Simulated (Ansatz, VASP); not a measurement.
# B26P26C (V_B-C_P) in two plane-wave programs, part 2 of 2

One calculation is typed for both programs; each brings its own data sets. How far apart do they land? The cell is taken from a series of runs on this material, whose earlier steps may have relaxed, scaled, displaced or heated it; both programs get it as it stands.

VASP 6.6.1 and Ansatz 0.2.0.

So far. Step 2 (VASP: single point, r2SCAN, pair 1): The run ends at a pressure of -2.95 GPa, with forces up to 0.76 eV/Å.

### 5. VASP: single point, r2SCAN, pair 2

Level of this step: r2SCAN; plane waves and PAW (B, P, C) (VASP).

A single point gives forces, pressure and levels at one fixed geometry, so differences don't come from the geometry; what else differs is listed under the comparison.

INCAR reads:

```
SYSTEM = B26P26C
PREC = Accurate
ENCUT = 580
EDIFF = 1E-06
NELM = 120
ISMEAR = -1
SIGMA = 0.01
LREAL = Auto
ALGO = Normal
METAGGA = R2SCAN
LASPH = .TRUE.
NBANDS = 144
LORBIT = 11
LWAVE = .FALSE.
LCHARG = .FALSE.
ISIF = 2
ISYM = 0
GGA_COMPAT = .FALSE.
LMIXTAU = .TRUE.
KPAR = 4
```

POSCAR reads:

```
B26P26C
1.0
    0.0000000000      6.8045562257      6.8045562257
    6.8045562257      0.0000000000      6.8045562257
    6.8045562257      6.8045562257      0.0000000000
B P C
26 26 1
Direct
    0.9996194768      0.9999679303      0.0008446296
    0.0002972564      0.9996188385      0.3344460436
    0.9984835368      0.0024406631      0.6668568088
    0.0005759369      0.3327117698      0.0018010896
    0.9984835368      0.3320296036      0.3372678682
    0.0003672594      0.3335306986      0.6683579037
    0.0000905955      0.6664885431      0.0013157482
    0.9996194768      0.6660174244      0.3347951354
    0.0005759369      0.6669738845      0.6675389749
    0.3332208909      0.9996188385      0.0015224091
    0.3330979102      0.9994958578      0.3343230629
    0.3323820572      0.9987800048      0.6669318260
    0.3360427155      0.3320296036      0.9997086895
    0.3323820572      0.3321046209      0.3336072099
    0.3619060385      0.3203001463      0.6551273514
    0.3335699827      0.6660174244      0.0008446295
    0.3332208909      0.6666952040      0.3344460436
    0.3360427155      0.6648814844      0.6668568088
    0.6656316560      0.0024406631      0.9997086895
    0.6657066733      0.9987800048      0.3336072099
    0.6539021987      0.0283039861      0.6551273514
    0.6671327510      0.3335306986      0.0015924121
    0.6539021987      0.3203001463      0.3631311912
    0.6663138222      0.6669738845      0.0018010896
    0.6656316560      0.6648814844      0.3372678682
    0.6671327510      0.6667652070      0.6683579037
    0.2488249626      0.2495758822      0.2500501153
    0.2516819069      0.2480284678      0.5828556729
    0.2560326811      0.2484244005      0.9128470937
    0.2498796453      0.5826880244      0.2511047980
    0.2560326811      0.5780198886      0.5832516056
    0.2507242493      0.5822034942      0.9170306994
    0.2497033190      0.9161012666      0.2509284717
    0.2488249626      0.9152229102      0.5844030873
    0.2498796453      0.9162775928      0.9175152295
    0.5816305202      0.2480284678      0.2529070596
    0.5844540648      0.2508520124      0.9183084507
    0.5820264529      0.5780198886      0.2572578338
    0.5844540648      0.5834812456      0.5856792175
    0.5839146696      0.5833205864      0.9181477915
    0.5831779346      0.9152229102      0.2500501153
    0.5816305202      0.9180798545      0.5828556729
    0.5820264529      0.9224306286      0.9128470937
    0.9116219410      0.2484244005      0.2572578338
    0.9170832980      0.2508520124      0.5856792175
    0.9169226388      0.2503126172      0.9181477915
    0.9158055466      0.5822034942      0.2519494020
    0.9169226388      0.5833205864      0.5851398223
    0.9166448914      0.5830428390      0.9178700441
    0.9162900768      0.9162775928      0.2511047980
    0.9116219410      0.9224306286      0.5832516056
    0.9158055466      0.9171221969      0.9170306994
    0.5643451561      0.2307431037      0.5655703088
```

KPOINTS reads:

```
Points of the shifted mesh
8
Reciprocal
 0.2500000000  0.2500000000  0.2500000000 1
 0.2500000000  0.2500000000  0.7500000000 1
 0.2500000000  0.7500000000  0.2500000000 1
 0.2500000000  0.7500000000  0.7500000000 1
 0.7500000000  0.2500000000  0.2500000000 1
 0.7500000000  0.2500000000  0.7500000000 1
 0.7500000000  0.7500000000  0.2500000000 1
 0.7500000000  0.7500000000  0.7500000000 1
```

PAW data sets: B, P and C (PBE family, release 64).

Started as:

```console
> mpirun -np 8 vasp_std
```

Numbers of over 12 decimals in the logs are rounded to 6 here.

Log:

```text
[banner, memory and clock lines left out]
running    8 mpi-ranks, on    1 nodes
[...]
[... a notice as in an earlier step ...]

 [... a notice as in an earlier step ...]

 LDA part: xc-table for (None), standard interpolation
 POSCAR, INCAR and KPOINTS ok, starting setup
[...]
entering main loop
       N       E                     dE             d eps       ncg     rms          rms(c)
DAV:   1     0.630984700749E+03    0.63098E+03   -0.10289E+05  2304   0.148E+03
DAV:   2    -0.433103184523E+03   -0.10641E+04   -0.10067E+04  2808   0.242E+02
DAV:   3    -0.504058192322E+03   -0.70955E+02   -0.69760E+02  2840   0.581E+01
DAV:   4    -0.505717824543E+03   -0.16596E+01   -0.16463E+01  2856   0.938E+00
[...]
DAV:  17    -0.455340262500E+03   -0.55175E-04   -0.10800E-04  2528   0.364E-02    0.134E-02
DAV:  18    -0.455340276241E+03   -0.13741E-04   -0.38337E-05  2608   0.163E-02    0.231E-02
DAV:  19    -0.455340276015E+03    0.22593E-06   -0.51651E-06  2672   0.775E-03
   1 F= -.45534028E+03 E0= -.45533465E+03  d E =-.112456E-01
```

OUTCAR, selected parts (step 5):

```text
  Total      -11.0668597    -11.0745148    -11.0653614      3.1677243      3.1586822      3.1689453
  in kB      -28.1387999    -28.1582639    -28.1349902      8.0543137      8.0313232      8.0574182
  external PRESSURE =     -28.1440180 kB  Pullay stress =       0.0000000 kB

 POSITION                                       TOTAL-FORCE (eV/Angst)
 -----------------------------------------------------------------------------------
      6.81009      6.80771     13.60630        -0.002788     -0.037612     -0.005021
      9.07772      2.27778      6.80399         0.015221     -0.011853     -0.013036
      4.55427     11.33190      6.81084         0.124475     -0.156326     -0.335719
      2.27621      0.01617      2.26787         0.031253     -0.040987      0.034580
      4.55427      9.08920      9.05355         0.126508     -0.337927     -0.157071
      6.81741      4.55038      2.27203         0.176894     -0.111182     -0.109735
      4.54411      0.00957      4.53578        -0.051726     -0.049726     -0.050904
      6.81009      9.08010     11.33392        -0.003381     -0.001844     -0.041738
      9.08077      4.54623      4.54238         0.030223      0.032543     -0.040056
      6.81232      2.27778      9.06938        -0.012834     -0.013139      0.015128
      9.07605      4.54150      9.06771        -0.060409     -0.059433     -0.060092
     11.33443      6.79989      9.05797         0.014674      0.013408     -0.027104
      9.06189      9.08920      4.54594        -0.157029     -0.337986      0.126908
      4.52987      4.53176      4.52154         0.015728     -0.027661      0.015571
[...]
-----------------------------------------------------------------------------------
    total drift:                                0.020304      0.032704      0.001479

  FREE ENERGIE OF THE ION-ELECTRON SYSTEM (eV)
  ---------------------------------------------------
  free  energy   TOTEN  =      -455.3402760151 eV

  energy  without entropy=     -455.3290303855  energy(sigma->0) =     -455.33465320

[... 2 parts as in an earlier step ...]
```

The run ends at a pressure of -2.81 GPa, with forces up to 0.45 eV/Å.

### 6. Ansatz: single point, r2SCAN, pair 2

The same cell, functional, mesh and smearing now go to Ansatz.

The cell is taken from a series of runs on this material, whose earlier steps may have relaxed, scaled, displaced or heated it; both programs get it as it stands.

input.yaml reads:

```yaml
crystal:
  checkpoint: "../qm1_M1.relax.run"
  host: checkpoint
basis:
  ecutwfc: 500
  xc_grid: 2
hamiltonian:
  xc: r2scan
  pseudopotentials: { kind: paw, azcp: { folder: soft_1 } }
kpoints:
  mp_grid: { grid: [2, 2, 2], shift: [0.5, 0.5, 0.5] }
scf:
  occupations: { method: fermi_dirac, width: 0.01 }
  max_iter: 80
output:
  forces: true
  eigenvalues: true
  charged_corrections: { defect_position: [0.625, 0.291667, 0.625] }
checkpoint:
  read: "../qm1_M1.relax.run"
  write: "../qm1_M1.point_neutral.run"
  compress: false
  write_wavefunctions: false
  write_every: 100000
```

Started as:

```console
> ansatz run input.yaml --threads 4 --pin off --max-ram 7536MiB --backend cpu --events-out ev --progress --plain --runs-dir out
```

Log:

```text
Warning: at least one further symmetry operation maps every atom of the structure, as the run holds it, onto an atom to within 2.71e-5 (fractional), and is not used: no operation is sought that the atoms, as the run holds them, miss by more than 2.00e-5, twice crystal.symmetry.tolerance (1.0e-5). The run uses 1 unitary operations. The run imposes no operation that its atoms and lattice do not hold. Figures that only  [...]
[...]
max |Σ_I F_I| component: 3.79e-3 eV/Å
--- Band table (eV) ---
  k-point 0: bands = [... 102 lower, 7.6635, 8.3385, 8.3386, 9.3099, 9.5431, 9.5431, 10.8448, 10.8448, ... 13 higher]
  k-point 1: bands = [... 102 lower, 7.5902, 7.7725, 8.1138, 8.2627, 9.3111, 9.6573, 10.7947, 11.5615, ... 13 higher]
  k-point 2: bands = [... 102 lower, 7.5903, 7.7725, 8.1138, 8.2626, 9.3110, 9.6573, 10.7947, 11.5615, ... 13 higher]
  k-point 3: bands = [... 102 lower, 7.5903, 7.7725, 8.1137, 8.2626, 9.3110, 9.6574, 10.7947, 11.5615, ... 13 higher]
[key lines of the parts left out:]
SCF converged after 13 iterations
Free energy (F): -24080.847778 eV
Fermi energy:    9.299766 eV
```

### 7. Side by side

Forces on 10 of the 53 atoms, those with the largest forces and the largest differences (eV/Å; atoms numbered as in POSCAR):

```csv
atom,"Ansatz x, y, z","VASP x, y, z"
B13,"-0.157, -0.334, 0.124","-0.157, -0.338, 0.127"
B15,"0.159, 0.081, 0.082","0.205, 0.051, 0.053"
B21,"0.082, 0.160, 0.083","0.050, 0.203, 0.051"
B23,"0.082, 0.082, 0.160","0.054, 0.051, 0.204"
P27,"0.017, 0.441, 0.016","0.017, 0.447, 0.024"
P34,"0.018, 0.017, 0.441","0.014, 0.019, 0.440"
P37,"0.260, 0.260, -0.100","0.279, 0.279, -0.126"
P39,"0.260, -0.101, 0.261","0.283, -0.124, 0.278"
P41,"0.441, 0.017, 0.016","0.441, 0.014, 0.016"
P45,"-0.101, 0.260, 0.261","-0.127, 0.280, 0.280"
```

The forces differ by 11 meV/Å r.m.s., which is 7.9 % of the r.m.s. force of 0.135 eV/Å (both taken over all components).

### 8. Summary of results

```yaml
r_m_s_force_difference_single_point_r2scan_pair_1: 4.1 % of the r.m.s. force
r_m_s_force_difference_single_point_r2scan_pair_2: 11 meV/Å
```

What this shows: The r.m.s. force difference is 4.1 % of the r.m.s. force (single point, r2SCAN, pair 1), beyond the 3 % picked in this series as the mark of a large difference. How closely two codes agree says nothing of how well the functional describes the real material.

[Lines on the potential files, build, host, timing and source positions are cut from VASP's logs without a mark.]

[Logs are printed without paths, hosts, clocks, repeated set-up lines and the standing remarks that a program may print on its own settings, such as how far it seeks lower states.]

[Hosts, paths, dates, database ids (printed as entryN), source tags and the programs' standing remarks are cut or masked in the printed files.]
